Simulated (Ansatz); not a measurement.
# ZnS (F-43m) in Ansatz: settings compared, part 2 of 2

Ansatz 0.2.0. Earlier steps stand in the parts before.

## 4. Single point, B3LYP, 19.33 Å³/atom (volume scaled by 0.98)

input.yaml

```yaml
crystal:
  lattice:
    - [0.0, 2.6838652254, 2.6838652254]
    - [2.6838652254, 0.0, 2.6838652254]
    - [2.6838652254, 2.6838652254, 0.0]
  atoms:
    - { symbol: Zn, position: [0.75, 0.75, 0.75] }
    - { symbol: S, position: [0.0, 0.0, 0.0] }
hamiltonian:
  xc: b3lyp
  pseudopotentials: { kind: paw }
kpoints:
  mp_grid: { grid: [6, 6, 6] }
scf:
  occupations: { method: fermi_dirac, width: 0.01 }
output:
  forces: true
  stress: true
  eigenvalues: true
```

Command:

```bash
> ansatz run input.yaml --threads 1 --pin off --max-ram 2560MiB --backend cpu --events-out ev --progress --plain --runs-dir out
```

Wall time 30 s (1 thread of Arm Neoverse V1, shared host); peak memory 1.1 GiB.

It converged, with:

| Quantity | Value |
| --- | --- |
| Free energy | -4235.8080 eV |
| Pressure | 5.6 GPa |
| Band gap on the k mesh | 3.71 eV, direct |

Caveat: the PAW data sets come from PBE, with cores solved anew for the run's functional, which leaves a small shift of forces and pressure; the thresholds are loose for stress.

## 5. Single point, B3LYP, 19.73 Å³/atom

Edit input.yaml of step 4 so:

```diff
@@ -2,5 +2,5 @@
   lattice:
-    - [0.0, 2.6838652254, 2.6838652254]
-    - [2.6838652254, 0.0, 2.6838652254]
-    - [2.6838652254, 2.6838652254, 0.0]
+    - [0.0, 2.702, 2.702]
+    - [2.702, 0.0, 2.702]
+    - [2.702, 2.702, 0.0]
   atoms:
```

Command:

```bash
> ansatz run input.yaml --threads 1 --pin off --max-ram 2560MiB --backend cpu --events-out ev --progress --plain --runs-dir out
```

It took 30 s on 1 thread of Arm Neoverse V1, shared host; peak memory 1.1 GiB.

It converged, with:

| Property | Result |
| --- | --- |
| Free energy | -4235.8313 eV |
| Pressure | 3.8 GPa |
| Band gap on the k mesh | 3.60 eV, direct |

Caveat: the PAW data sets come from PBE, with cores solved anew for the run's functional, which leaves a small shift of forces and pressure; the thresholds are loose for stress.

## 6. Single point, B3LYP, 20.12 Å³/atom (volume scaled by 1.02)

Edit input.yaml of step 5 so:

```diff
@@ -2,5 +2,5 @@
   lattice:
-    - [0.0, 2.702, 2.702]
-    - [2.702, 0.0, 2.702]
-    - [2.702, 2.702, 0.0]
+    - [0.0, 2.7198945612, 2.7198945612]
+    - [2.7198945612, 0.0, 2.7198945612]
+    - [2.7198945612, 2.7198945612, 0.0]
   atoms:
```

Potentials or basis: Ansatz PAW.

Command:

```bash
> ansatz run input.yaml --threads 1 --pin off --max-ram 2560MiB --backend cpu --events-out ev --progress --plain --runs-dir out
```

Run time: 31 s. Hardware: 1 thread of Arm Neoverse V1, shared host; peak memory 1.1 GiB.

The run converged. Its results:

```yaml
Free_energy: -4235.8462 eV
Pressure: 2.2 GPa
Band_gap_on_the_k_mesh: 3.50 eV, direct
```

Caveat: the PAW data sets come from PBE, with cores solved anew for the run's functional, which leaves a small shift of forces and pressure; the thresholds are loose for stress.

## 7. Single point, B3LYP, 20.52 Å³/atom (volume scaled by 1.04)

Edit input.yaml of step 6 so:

```diff
@@ -2,5 +2,5 @@
   lattice:
-    - [0.0, 2.7198945612, 2.7198945612]
-    - [2.7198945612, 0.0, 2.7198945612]
-    - [2.7198945612, 2.7198945612, 0.0]
+    - [0.0, 2.7375567091, 2.7375567091]
+    - [2.7375567091, 0.0, 2.7375567091]
+    - [2.7375567091, 2.7375567091, 0.0]
   atoms:
@@ -19 +19,5 @@
   eigenvalues: true
+  write_density: true
+  write_potential: true
+  elf: true
+  volumetric_format: npy
```

Command:

```bash
> ansatz run input.yaml --threads 1 --pin off --max-ram 2560MiB --backend cpu --events-out ev --progress --plain --runs-dir out
```

It took 34 s on 1 thread of Arm Neoverse V1, shared host; peak memory 1.2 GiB.

Results (log left out):

```
Free energy            : -4235.8536 eV
Pressure               : 0.8 GPa
Band gap on the k mesh : 3.40 eV, direct
```

Caveat: the PAW data sets come from PBE, with cores solved anew for the run's functional, which leaves a small shift of forces and pressure; the thresholds are loose for stress.

## 8. Single point, B3LYP, 20.91 Å³/atom (volume scaled by 1.06)

Edit input.yaml of step 7 so:

```diff
@@ -2,5 +2,5 @@
   lattice:
-    - [0.0, 2.7375567091, 2.7375567091]
-    - [2.7375567091, 0.0, 2.7375567091]
-    - [2.7375567091, 2.7375567091, 0.0]
+    - [0.0, 2.7549938462, 2.7549938462]
+    - [2.7549938462, 0.0, 2.7549938462]
+    - [2.7549938462, 2.7549938462, 0.0]
   atoms:
```

Command:

```bash
> ansatz run input.yaml --threads 1 --pin off --max-ram 2560MiB --backend cpu --events-out ev --progress --plain --runs-dir out
```

Run time: 34 s. Hardware: 1 thread of Arm Neoverse V1, shared host; peak memory 1.2 GiB.

The run converged. Its results:

```yaml
Free_energy: -4235.8542 eV
Pressure: -0.5 GPa
Band_gap_on_the_k_mesh: 3.31 eV, direct
```

Caveat: the PAW data sets come from PBE, with cores solved anew for the run's functional, which leaves a small shift of forces and pressure; the thresholds are loose for stress.

## 9. Equation of state, B3LYP

Potentials or basis: Ansatz PAW.

This step only gathers the single runs of the series.

Results:

```
Equilibrium volume                      : 20.75 Å³/atom
Bulk modulus                            : 68 GPa
Pressure derivative of the bulk modulus : 4.4
```

Energy against volume, from the lowest point:
```
volume (Å³/atom)  energy (meV/atom)
          18.543              60.67
          18.938              39.30
          19.332              23.08
          19.727              11.46
          20.121               4.01
          20.516               0.30
          20.910               0.00
```

Caveat: the potentials were made for another functional, which shifts forces and pressure.

## 10. Projected density of states, rPW86-PBE+rVV10, collinear spin, ferromagnetic start

input.yaml

```yaml
crystal:
  lattice:
    - [0.0, 2.702, 2.702]
    - [2.702, 0.0, 2.702]
    - [2.702, 2.702, 0.0]
  atoms:
    - { symbol: Zn, spin: 0.5, position_ang: [4.053, 4.053, 4.053] }
    - { symbol: S, position_ang: [0.0, 0.0, 0.0] }
hamiltonian:
  xc: { exchange: rpw86, correlation: pbe }
  pseudopotentials: { kind: paw, core: small }
  dispersion: rvv10
magnetization:
  spin_polarized: true
kpoints:
  mp_grid: { grid: [9, 9, 9] }
scf:
  occupations: { method: gaussian, width: 0.02 }
  n_extra_bands: 6
output:
  forces: true
  stress: true
  eigenvalues: true
  dos: { projected: true, de: 0.05, nscf_kmesh: { grid: [14, 14, 14] } }
```

Command:

```bash
> ansatz run input.yaml --threads 1 --pin off --max-ram 2560MiB --backend cpu --events-out ev --progress --plain --runs-dir out
```

It took 19 s on 1 thread of Arm Neoverse V1, shared host; peak memory 0.34 GiB.

Results (log left out):

| Quantity | Value |
| --- | --- |
| Free energy | -4262.1295 eV |
| Pressure | 2.1 GPa |
| Band gap on the k mesh | 1.89 eV, direct |
| Net moment | 0.00 μB per cell |
| Absolute moment | 0.00 μB per cell |

Levels at points of the mesh, in eV from the valence-band top:
Spin up:
| k point | band 6 | band 7 | band 8 | band 9 | band 10 | band 11 | band 12 | band 13 |
| --- | --- | --- | --- | --- | --- | --- | --- | --- |
| (0.00, 0.00, 0.00) | -5.82 | 0.00 | 0.00 | 0.00 | 1.89 | 6.34 | 6.34 | 6.34 |
Spin down:
```csv
k point,band 7,band 8,band 9,band 10,band 11,band 12
"(0.00, 0.00, 0.00)",0.00,0.00,0.00,1.89,6.34,6.34
```

States per cell in windows of 1 eV (zero at the valence-band top; states under -8 eV left out):
```csv
from (eV),up,down,Zn 3d up,Zn 3d down,S 3p up,S 3p down,Zn 4s up,Zn 4s down
-8.0,0.00,0.00,0.00,0.00,0.00,0.00,0.00,0.00
-7.0,2.42,2.42,2.13,2.13,0.26,0.26,0.03,0.03
-6.0,2.61,2.61,2.48,2.48,0.08,0.08,0.03,0.03
-5.0,0.62,0.62,0.11,0.11,0.34,0.34,0.14,0.14
-4.0,0.24,0.24,0.05,0.05,0.14,0.14,0.03,0.03
-3.0,0.76,0.76,0.07,0.07,0.62,0.62,0.02,0.02
-2.0,0.91,0.91,0.08,0.08,0.78,0.78,0.01,0.01
-1.0,0.44,0.44,0.04,0.04,0.38,0.38,0.00,0.00
0.0,0.00,0.00,0.00,0.00,0.00,0.00,0.00,0.00
1.0,0.00,0.00,0.00,0.00,0.00,0.00,0.00,0.00
2.0,0.01,0.01,0.00,0.00,0.00,0.00,0.01,0.01
3.0,0.27,0.27,0.00,0.00,0.04,0.04,0.10,0.10
4.0,0.77,0.77,0.00,0.00,0.14,0.14,0.25,0.25
5.0,0.50,0.50,0.00,0.00,0.07,0.07,0.10,0.10
6.0,0.56,0.56,0.00,0.00,0.04,0.04,0.04,0.04
7.0,0.88,0.88,0.00,0.00,0.03,0.03,0.03,0.03
```

Caveat: odd divisions of the mesh miss points on the zone boundary, where band edges often lie, so the gap on the mesh can be too wide; the PAW data sets come from PBE, with cores solved anew for the run's functional, which leaves a small shift of forces and pressure; the starting moments weren't kept.

## 11. Against experiment

Step 9. A measured bulk modulus of ZnS is 76.9 GPa (quoted in “Electronic, vibrational, and thermodynamic properties of ZnS (zincblende and rocksalt structure)”, 2009, arxiv:0911.5022); the calculated 68 GPa misses it by -11.5 %. The fit is for a static lattice scaled at fixed shape and fixed fractional positions.

Step 10. Measured gap of ZnS: 3.85 eV (direct; 19 K; quoted in “Electronic, vibrational, and thermodynamic properties of ZnS (zincblende and rocksalt structure)”, 2009, arxiv:0911.5022). This calculation gives 1.89 eV (-1.96 eV). So large a miss can be the level of theory's own, or it may mean another phase, state or a wrong row. The value is that of rPW86-PBE+rVV10, without temperature or zero-point motion.
